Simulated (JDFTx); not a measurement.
Crystal: CdF2.

```xyz
3
Lattice="0.0000 2.6940 2.6940 2.6940 0.0000 2.6940 2.6940 2.6940 0.0000" Properties=species:S:1:pos:R:3 pbc="T T T"
Cd    0.0000    0.0000    0.0000
F     4.0410    4.0410    4.0410
F     1.3470    1.3470    1.3470
```

```yaml
Program: JDFTx 1.7.0 (patched build)
Task: single point
Functional: PBEsol
Potentials_or_basis: PseudoDojo-SR-PBEsol-0.4.1-standard with smoothed tails
Cutoff: 1388 eV
Density_cutoff: 11102 eV
k_mesh: 9 × 9 × 9
Occupations: fermi-dirac, width 0.05 eV
Spin: no spin polarisation
```

On this cell: pressure -0.4 GPa; largest force zero by symmetry; band gap on the k mesh 2.98 eV, indirect (least direct gap 3.44 eV).

The same run follows on a disturbed copy (atoms moved at random, drawn with an rms of 0.05 Å):

```
Cd F
1.0
     0.00000    2.69400    2.69400
     2.69400    0.00000    2.69400
     2.69400    2.69400    0.00000
Cd F
1 2
Cartesian
  0.0259 0.0315 0.0029
  4.0459 4.0797 4.0892
  1.2791 1.3784 1.3804
```

Task: What changes?

Result: The energy moves by +6.7 meV/atom; pressure 0.0 GPa; largest force 0.375 eV/Å; band gap on the k mesh 2.97 eV, indirect (least direct gap 3.39 eV).

Forces on the atoms (eV/Å):
```
Cd  -0.275  0.042  0.187
F   -0.096 -0.019 -0.136
F    0.371 -0.023 -0.050
```

Stress tensor (GPa, compression positive):
```
 0.02  0.06 -0.17
 0.06 -0.05  0.55
-0.17  0.55 -0.10
```

Caveats: an odd mesh through Γ misses points on the zone boundary, where band edges often lie; the empty levels aren't tightly converged (some runs).
